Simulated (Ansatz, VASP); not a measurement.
**Two plane-wave programs on BeS**

File INCAR:

```
PREC = Accurate
ENCUT = 600
EDIFF = 1E-7
ISMEAR = -1
SIGMA = 0.1
LREAL = False
LASPH = True
NELM = 60
ALGO = Normal
ISIF = 3
LWAVE = False
LCHARG = False
IBRION = 2
NSW = 100
EDIFFG = -0.002
```

Contents of KPOINTS:

```
Automatic mesh
0
Gamma
  12 12 12
```

The input POSCAR:

```
BeS
1.0
    2.4250000000      2.4250000000      0.0000000000
   -2.4250000000      2.4250000000      0.0000000000
    0.0000000000      2.4250000000      2.4250000000
Be S
1 1
Direct
    0.0000000000      0.0000000000      0.0000000000
    0.7500000000      0.2500000000      0.5000000000
```

Input for Ansatz:

```yaml
crystal:
  lattice:
    - [2.425, 2.425, 0.0]
    - [-2.425, 2.425, 0.0]
    - [0.0, 2.425, 2.425]
  atoms:
    - { symbol: Be, position: [0.0, 0.0, 0.0] }
    - { symbol: S, position: [0.75, 0.25, 0.5] }
kpoints:
  mp_grid: { grid: [12, 12, 12] }
scf:
  occupations: { method: fermi_dirac, width: 0.1 }
hamiltonian:
  xc: lda
  pseudopotentials: { kind: paw }
relax:
  f_tol: 0.002
  max_steps: 80
  cell: {}
output:
  forces: true
  stress: true
```

Alike in both runs: task relaxation of cell and atoms; functional LDA; k mesh 12 × 12 × 12; occupations fermi-dirac, width 0.1 eV; no spin polarisation.

|  | VASP | Ansatz |
| --- | --- | --- |
| version | VASP 6.6.1 | Ansatz 0.2.0 |
| potentials or method | VASP PAW LDA potentials, release 64 (Be, S) | PAW with Ansatz's default frozen-core files, scalar-relativistic |
| plane-wave cutoff (eV) | 600 | 420 |
| valence electrons in the cell | 8 | 8 |

|  | VASP | Ansatz | Ansatz less VASP |
| --- | --- | --- | --- |
| relaxed volume (Å³/atom) | 13.80 | 13.79 | -0.008 |
| relaxed cell length with the largest relative difference (Å) | 3.392 | 3.392 | -0.0006 |
| energy change over the relaxation (meV/atom) | -5 | -5 | -0.2 |

A k mesh can miss the band edges. LDA usually gives volumes a few per cent too small. Zero-point motion and thermal expansion aren't in these numbers.
